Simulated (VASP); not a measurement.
## AlP: single point with PBE

**Experimental background.**

A printed reference work, data compilation reports, for a bulk crystal of AlP at 4.2 K: band gap 2.505 eV (indirect).

The system is AlP.

```
Al P
1.0
     0.00000    2.75416    2.75416
     2.75416    0.00000    2.75416
     2.75416    2.75416    0.00000
Al P
1 1
Direct
  0.75000 0.75000 0.75000
  0.00000 0.00000 0.00000
```

```yaml
Program: VASP 6.6.1
Task: single point
Functional: PBE
Potentials_or_basis: VASP PAW PBE potentials, release 64 (Al, P)
Cutoff: 500 eV
k_mesh: 8 × 8 × 8
Occupations: gaussian, width 0.02 eV
Spin: no spin polarisation
```

The pressure is -0.1 GPa. The band gap on the k mesh is 1.63 eV, indirect (least direct gap 3.08 eV).

Levels at points of the mesh, in eV from the valence-band top:
```tsv
k point	band 1	band 2	band 3	band 4	band 5	band 6	band 7	band 8	band 9
(0.00, 0.00, 0.00)	-11.36	0.00	0.00	0.00	3.08	4.52	4.52	4.52	8.80
(0.50, 0.00, 0.00)	-9.74	-5.41	-0.75	-0.75	2.72	4.81	4.81	8.20	11.45
(0.50, 0.50, 0.00)	-9.10	-5.22	-2.05	-2.05	1.63	2.47	10.84	10.84	11.77
```

It took 9.8 s on 1 thread of Intel(R) Xeon(R) Platinum 8375C CPU @ 2.90GHz (Ice Lake), with other jobs on the host, peak memory 0.15 GiB.

Against the measured gap of AlP, 2.505 eV (indirect; 4.2 K; a printed reference work, data compilation), the calculated 1.63 eV is off by -0.87 eV. The value is that of PBE on a finite k mesh, which can miss the band edges, without temperature or zero-point motion. Semilocal functionals fall short of measured gaps as a rule.
